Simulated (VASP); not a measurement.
# BiTe (Fm-3m) in VASP: further runs

The runs below take BiTe through single point, with LDA.

Everything below comes from runs of VASP 6.6.1. Logs are shortened: lines on timing, memory, paths and dates and some standing lists are left out, and cuts for length are marked.

## Step 1: The crystal as given

It takes space group Fm-3m (No. 225, cubic). Conventional cell: a = 6.470 Å, b = 6.470 Å, c = 6.470 Å, α = 90.00°, β = 90.00°, γ = 90.00°. Bi (site symmetry m-3m) is surrounded by 6 Te at 3.23 Å. Te (site symmetry m-3m) has 6 Bi at 3.23 Å as nearest neighbours.

## Step 2: Single point, LDA

INCAR

```
PREC = Accurate ; ENCUT = 520
EDIFF = 1E-6 ; ISMEAR = 0
SIGMA = 0.15 ; LREAL = F
LASPH = T ; NELM = 100
ALGO = Fast ; ISIF = 2
LWAVE = F ; LCHARG = T
LELF = T ; LVHAR = T
NBANDS = 18
```

KPOINTS

```
Automatic mesh
0
Gamma
  14 14 14
```

POSCAR

```
BiTe
1.0
    0.0000000000      3.2350000000      3.2350000000
    3.2350000000      0.0000000000      3.2350000000
    3.2350000000      3.2350000000      0.0000000000
Bi Te
1 1
Direct
    0.0000000000      0.0000000000      0.0000000000
    0.5000000000      0.5000000000      0.5000000000
```

Potentials or basis: VASP PAW LDA potentials, release 64 (Bi_d, Te).

Started as:

```
$ cat potpaw_LDA.64/Bi_d/POTCAR potpaw_LDA.64/Te/POTCAR > POTCAR
$ mpirun -np 1 vasp_std > vasp.out
```

OUTCAR:

```text
PREC = Accurate
   ENCUT = 520
   EDIFF = 1E-6
   ISMEAR = 0
   LREAL = F
   LASPH = T
   NELM = 100
   ISIF = 2

 ion  position               nearest neighbor table
   1  0.000  0.000  0.000-   2 3.23   2 3.23   2 3.23   2 3.23   2 3.23   2 3.23
   2  0.500  0.500  0.500-   1 3.23   1 3.23   1 3.23   1 3.23   1 3.23   1 3.23

  LATTYP: Found a face centered cubic cell.
 ALAT       =     6.4700000000

  Lattice vectors:

 A1 = (   0.0000000000,   3.2350000000,   3.2350000000)
 A2 = (   3.2350000000,   0.0000000000,   3.2350000000)
 A3 = (   3.2350000000,   3.2350000000,   0.0000000000)

Analysis of symmetry for initial positions (statically):
=====================================================================
 Subroutine PRICEL returns:
 Original cell was already a primitive cell.

 Routine SETGRP: Setting up the symmetry group for a
 face centered cubic supercell.

 Subroutine GETGRP returns: Found 48 space group operations
 (whereof 48 operations were pure point group operations)
 out of a pool of 48 trial point group operations.

The static configuration has the point symmetry O_h .

Analysis of symmetry for dynamics (positions and initial velocities):
=====================================================================
 Subroutine PRICEL returns:
 Original cell was already a primitive cell.

 Routine SETGRP: Setting up the symmetry group for a
 face centered cubic supercell.

 Subroutine GETGRP returns: Found 48 space group operations
 (whereof 48 operations were pure point group operations)
 out of a pool of 48 trial point group operations.

The dynamic configuration has the point symmetry O_h .

 Subroutine INISYM returns: Found 48 space group operations
 (whereof 48 operations are pure point group operations),
 and found     1 'primitive' translations

----------------------------------------------------------------------------------------

                                     Primitive cell

  volume of cell :      67.7100

  direct lattice vectors                    reciprocal lattice vectors
     0.000000000  3.235000000  3.235000000    -0.154559505  0.154559505  0.154559505
     3.235000000  0.000000000  3.235000000     0.154559505 -0.154559505  0.154559505
     3.235000000  3.235000000  0.000000000     0.154559505  0.154559505 -0.154559505

  length of vectors
     4.574980874  4.574980874  4.574980874     0.267704916  0.267704916  0.267704916

[... 79 lines left out ...]
   NELM   =    100;   NELMIN=  2; NELMDL= -5     # of ELM steps
   EDIFF  = 0.1E-05   stopping-criterion for ELM
   LREAL  =      F    real-space projection
   EDIFFG = 0.1E-04   stopping-criterion for IOM
   NSW    =      0    number of steps for IOM
   IBRION =     -1    ionic relax: 0-MD 1-quasi-New 2-CG
   NFREE  =      0    steps in history (QN), initial steepest desc. (CG)
   ISIF   =      2    stress and relaxation
   ISYM   =      2    0-nonsym 1-usesym 2-fastsym
   POTIM  = 0.5000    time-step for ionic-motion
   TEBEG  =    0.0;   TEEND  =   0.0 temperature during run
   PSTRESS=    0.0 pullay stress
   NELECT =      21.0000    total number of electrons
   NUPDOWN=      -1.0000    fix difference up-down
   EMIN   =  10.00;   EMAX   =-10.00  energy-range for DOS
   EFERMI =   0.00;   METHOD = LEGACY
   ISMEAR =     0;   SIGMA  =   0.15  broadening in eV -4-tet -1-fermi 0-gaus
   EFERMI_NEDOS =   21; number of points for ismear=-14 and -15
   IALGO  =     68    algorithm
   IMIX   =      4    mixing-type and parameters
     AMIX     =   0.40;   BMIX     =  1.00
     AMIX_MAG =   1.60;   BMIX_MAG =  1.00
  volume/ion in A,a.u.               =      33.86       228.46
  Fermi-wavevector in a.u.,A,eV,Ry     =   1.108146  2.094092 16.707785  1.227988
  Thomas-Fermi vector in A             =   2.244669
   LORBIT       =      0    0 simple, 1 ext, 2 COOP (PROOUT), +10 PAW based schemes
   GGA     = CA    functional components
   LHFCALC =     F    Hartree Fock is set to
   AEXX    =    0.0000 exact exchange contribution
   IVDW    =     0    specifies the selected vdW correction
   LEPSILON=     F    determine dielectric tensor
   LRPA    =     F    only Hartree local field effects (RPA)
 non-spin polarized calculation
 RMM-DIIS sequential band-by-band and
 Gauss-broadening in eV      SIGMA  =   0.15
  energy-cutoff  :      520.00
  volume of cell :       67.71
 maximum number of plane-waves:      1845
 NGX is ok and might be reduce to    36
   NGX = 17   NGY = 17   NGZ = 17

 number of electron      21.0000001 magnetization

 Free energy of the ion-electron system (eV)
  ---------------------------------------------------
  ext. energy  EPLUGINS =         0.00000000
  ---------------------------------------------------
  free energy    TOTEN  =        -8.49549767 eV

  energy without entropy =       -8.47929968  energy(sigma->0) =       -8.48739868

 E-fermi :   6.4290     XC(G=0):  -9.6758

 val. band max:        6.4136639552   @ k =  -0.3571   0.3571   0.1429
 cond. band min:       6.4337589860   @ k =  -0.4286   0.1429   0.0000
 fundamental gap:      0.0200950307
 Fermi energy:         6.4290322120

 k-point     1 :       0.0000    0.0000    0.0000
  band No.  band energies     occupation
      1     -16.6383      2.00000
      2     -16.6383      2.00000
      3     -16.6311      2.00000
      4     -16.6311      2.00000
      5     -16.6311      2.00000
      6      -7.0959      2.00000
[... 481 lines left out ...]
      5     -16.6266      2.00000
      6      -6.4510      2.00000
[... 10 lines left out ...]
     17      14.2003      0.00000
     18      14.5117      0.00000

 [... further k-points ...]

------------------------ aborting loop because EDIFF is reached ----------------------------------------

  FORCE on cell =-STRESS in cart. coord.  units (eV):
  Direction    XX          YY          ZZ          XY          YZ          ZX
  --------------------------------------------------------------------------------------
  -------------------------------------------------------------------------------------
  Total       -1.1660368     -1.1660368     -1.1660368      0.0000000      0.0000000      0.0000000
  in kB      -27.5911629    -27.5911629    -27.5911629      0.0000000      0.0000000      0.0000000
  external PRESSURE =     -27.5911629 kB  Pullay stress =       0.0000000 kB

 VOLUME and BASIS-vectors are now :
 -----------------------------------------------------------------------------
  energy-cutoff  :      520.00
  volume of cell :       67.71
      direct lattice vectors                 reciprocal lattice vectors
     0.000000000  3.235000000  3.235000000    -0.154559505  0.154559505  0.154559505
     3.235000000  0.000000000  3.235000000     0.154559505 -0.154559505  0.154559505
     3.235000000  3.235000000  0.000000000     0.154559505  0.154559505 -0.154559505

 POSITION                                       TOTAL-FORCE (eV/Angst)
 -----------------------------------------------------------------------------------
      0.00000      0.00000      0.00000         0.000000      0.000000      0.000000
      3.23500      3.23500      3.23500         0.000000      0.000000     -0.000000
 -----------------------------------------------------------------------------------
    total drift:                               -0.000000      0.000000      0.000000

  FREE ENERGIE OF THE ION-ELECTRON SYSTEM (eV)
  ---------------------------------------------------
  free  energy   TOTEN  =        -8.4954976719 eV

  energy  without entropy=       -8.4792996793  energy(sigma->0) =       -8.48739868
```

OSZICAR:

```text
N       E                     dE             d eps       ncg     rms          rms(c)
DAV:   1     0.157130499669E+03    0.15713E+03   -0.98192E+03  3744   0.112E+03
DAV:   2     0.371584312946E+01   -0.15341E+03   -0.14932E+03  3956   0.303E+02
DAV:   3    -0.818225419122E+01   -0.11898E+02   -0.11766E+02  4660   0.893E+01
DAV:   4    -0.851368043997E+01   -0.33143E+00   -0.33091E+00  4486   0.159E+01
DAV:   5    -0.852849025470E+01   -0.14810E-01   -0.14809E-01  5318   0.321E+00    0.633E+00
RMM:   6    -0.849780090654E+01    0.30689E-01   -0.34772E-02  4431   0.131E+00    0.374E+00
RMM:   7    -0.849602369565E+01    0.17772E-02   -0.10305E-02  4497   0.599E-01    0.719E-01
RMM:   8    -0.849543846083E+01    0.58523E-03   -0.18879E-03  4852   0.460E-01    0.545E-02
RMM:   9    -0.849548967954E+01   -0.51219E-04   -0.52728E-04  5868   0.178E-01    0.496E-02
RMM:  10    -0.849549720324E+01   -0.75237E-05   -0.90965E-05  6153   0.876E-02    0.300E-02
RMM:  11    -0.849549750246E+01   -0.29921E-06   -0.15450E-05  5105   0.318E-02    0.121E-02
RMM:  12    -0.849549767187E+01   -0.16942E-06   -0.23231E-06  3058   0.130E-02
   1 F= -.84954977E+01 E0= -.84873987E+01  d E =-.161980E-01
```

stdout:

```text
POSCAR found type information on POSCAR BiTe
 POSCAR found :  2 types and       2 ions
 scaLAPACK will be used
 LDA part: xc-table for (Slater(with rela. corr.)+CA(PZ))
 , standard interpolation
 POSCAR, INCAR and KPOINTS ok, starting setup
 FFT: planning ... GRIDC
 FFT: planning ... GRID_SOFT
 FFT: planning ... GRID
 WAVECAR not read
 entering main loop
```

Wall time 82 s (1 thread of Intel Xeon Platinum 8488C (Sapphire Rapids), shared host); peak memory 0.26 GiB.

What came out:

* Free energy: -8.4955 eV
* Pressure: -2.8 GPa
* Band gap on the k mesh: none (metal or under the smearing width)

Levels at points of the mesh, in eV from the Fermi level:
| k point | band 7 | band 8 | band 9 | band 10 | band 11 | band 12 | band 13 | band 14 |
| --- | --- | --- | --- | --- | --- | --- | --- | --- |
| (0.00, 0.00, 0.00) | -8.16 | -2.52 | -2.52 | -2.52 | 2.13 | 2.13 | 2.13 | 4.69 |
| (0.50, 0.00, 0.00) | -11.25 | -1.88 | -1.88 | -1.58 | -0.86 | -0.63 | -0.63 | 7.28 |
| (0.50, 0.50, 0.00) | -9.97 | -5.64 | -3.99 | -3.99 | 2.24 | 3.56 | 3.56 | 4.91 |

Caveat: spin-orbit coupling is left out, which moves the levels of the heavy elements.

## Step 3: Single point, LDA

INCAR

```
  PREC = Accurate
  ENCUT = 520
  EDIFF = 1E-7
  ISMEAR = 0
  SIGMA = 0.15
  LREAL = False
  LASPH = True
  NELM = 100
  ALGO = Fast
  ISIF = 2
  LWAVE = False
  LCHARG = True
  GGA = CA
  LELF = True
  LVHAR = True
  NBANDS = 18
```

KPOINTS

```
regular mesh
0
Gamma
  14 14 14
```

POSCAR is that of step 2.

Potentials or basis: VASP PAW LDA potentials, release 64 (Bi_d, Te).

Started as:

```
$ cat potpaw_LDA.64/Bi_d/POTCAR potpaw_LDA.64/Te/POTCAR > POTCAR
$ mpirun -np 1 vasp_std > vasp.out
```

Run time: 98 s. Hardware: 1 thread of Intel Xeon Platinum 8488C (Sapphire Rapids), shared host; peak memory 0.26 GiB.

The run converged. Its results:

* Free energy: -8.4955 eV
* Pressure: -2.8 GPa
* Band gap on the k mesh: none (metal or under the smearing width)

Levels at points of the mesh, in eV from the Fermi level:
```tsv
k point	band 7	band 8	band 9	band 10	band 11	band 12	band 13	band 14
(0.00, 0.00, 0.00)	-8.16	-2.52	-2.52	-2.52	2.13	2.13	2.13	4.69
(0.50, 0.00, 0.00)	-11.25	-1.88	-1.88	-1.58	-0.86	-0.63	-0.63	7.28
(0.50, 0.50, 0.00)	-9.97	-5.64	-3.99	-3.99	2.24	3.56	3.56	4.91
```

Caveat: spin-orbit coupling is left out, which moves the levels of the heavy elements.
